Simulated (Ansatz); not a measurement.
An Ansatz run on BN built on the rocksalt prototype left the output below. The starting cell was estimated from covalent radii.

The cell given to it:
```
CELL_PARAMETERS angstrom
0.00000 1.56220 1.56220
1.56220 0.00000 1.56220
1.56220 1.56220 0.00000
ATOMIC_POSITIONS crystal
B 0.00000 0.00000 0.00000
N 0.50000 0.50000 0.50000
```

Abridged output:
```
Pseudopotential: B, paw, valence charge 3, recommended cutoff 420 eV
Pseudopotential: N, paw, valence charge 5, recommended cutoff 420 eV
Crystal: 2 atoms, lattice volume = 7.625 Å³
Basis set: ecut = 420 eV, 169 PW (Γ)
Bands: 8, of which v1, the nominal top of the filled ones, is band 4 counted from 1 (3 counted from 0)
Symmetry: 48 space group operations
Space group: Fm-3m (ITA 225)
k-points: 72 of 1728
preconditioner: auto → none  [insulator: Δε(μ)=4.625 eV  σ=0.020 eV  ℏωp=38.0 eV]
relax step 1: F+E_penalty+E_count = -536.91783620 eV  P = +249.639 GPa  Ω = 7.625 Å³
relax step 2: F+E_penalty+E_count = -538.11413348 eV  P = +116.292 GPa  Ω = 8.713 Å³
relax step 3: F+E_penalty+E_count = -538.62557950 eV  P = +26.453 GPa  Ω = 9.947 Å³
relax step 4: F+E_penalty+E_count = -538.66391244 eV  P = +4.444 GPa  Ω = 10.379 Å³
relax step 5: F+E_penalty+E_count = -538.66471151 eV  P = +0.003 GPa  Ω = 10.476 Å³
relax step 6: F+E_penalty+E_count = -538.76234377 eV  P = +10.319 GPa  Ω = 10.476 Å³  (SCF on a basis re-selected at this cell)
relax step 7: F+E_penalty+E_count = -538.76879420 eV  P = +1.412 GPa  Ω = 10.709 Å³
relax step 8: F+E_penalty+E_count = -538.76862085 eV  P = +0.050 GPa  Ω = 10.747 Å³
relax step 9: F+E_penalty+E_count = -538.76860814 eV  P = +0.000 GPa  Ω = 10.748 Å³
relax step 10: F+E_penalty+E_count = -538.77099030 eV  P = +0.096 GPa  Ω = 10.748 Å³  (SCF on a basis re-selected at this cell)
relax step 11: F+E_penalty+E_count = -538.77097009 eV  P = +0.000 GPa  Ω = 10.751 Å³
relax step 12: F+E_penalty+E_count = -538.77097009 eV  P = +0.000 GPa  Ω = 10.751 Å³  (SCF on a basis re-selected at this cell)
SCF converged after 7 iterations
Free energy (F): -538.770970 eV
Fermi energy:    15.035135 eV
--- Per-component energies (eV) ---
  E_band       = 45.955198
  E_kinetic    = 182.892383
  E_local      = -127.269264
  E_nonlocal   = 55.847401
  E_hartree    = 35.974204
  E_xc         = -92.912621
  E_vxc        = -115.712957
  E_paw        = -205.768369
  E_vpaw       = -21.750868
  E_ewald      = -387.534800
--- Stress (GPa, compression-positive) ---
        0.000445       0.000000       0.000000
        0.000000       0.000445       0.000000
        0.000000       0.000000       0.000445
  P = ⅓ Tr σ = 0.0004 GPa (0.004 kbar)
--- Relaxed structure (9 steps of the walk, 9 accepted, 3 SCFs on fresh bases) ---
  F+E_penalty+E_count = -538.77097009 eV
  cell:  # Å, volume = 10.7508 Å³
    - [0.000000, 1.751743, 1.751743]
    - [1.751743, 0.000000, 1.751743]
    - [1.751743, 1.751743, 0.000000]
  atoms:
    - { symbol: B, position: [0.000000, 0.000000, 0.000000] }
    - { symbol: N, position: [0.500000, 0.500000, 0.500000] }
```

Q: Which of these blocks stood in the input: relax, gw, phonons, dielectric, magnetization (spin_orbit)?

A: relax. The relax steps with a changing cell volume need the relax block with cell.

Q: Which k mesh was typed?

A: 12×12×12, Γ-centred.

Q: How were the bands filled?

A: With smearing of width σ = 0.02 eV (Fermi-Dirac in this run).

Q: Which functional?

A: PBE. The lines shown narrow the functional down without fixing it; this is the one that was run.

Run as `ansatz run input.yaml --threads 2 --pin off --max-ram 2211MiB --backend cpu --events-out ev --progress --plain --runs-dir out`. Wall time 4.7 s on 2 threads of Arm Neoverse V1 (shared host); peak host memory 0.26 GiB.

Spin-unpolarised throughout. Whether this structure exists isn't addressed.
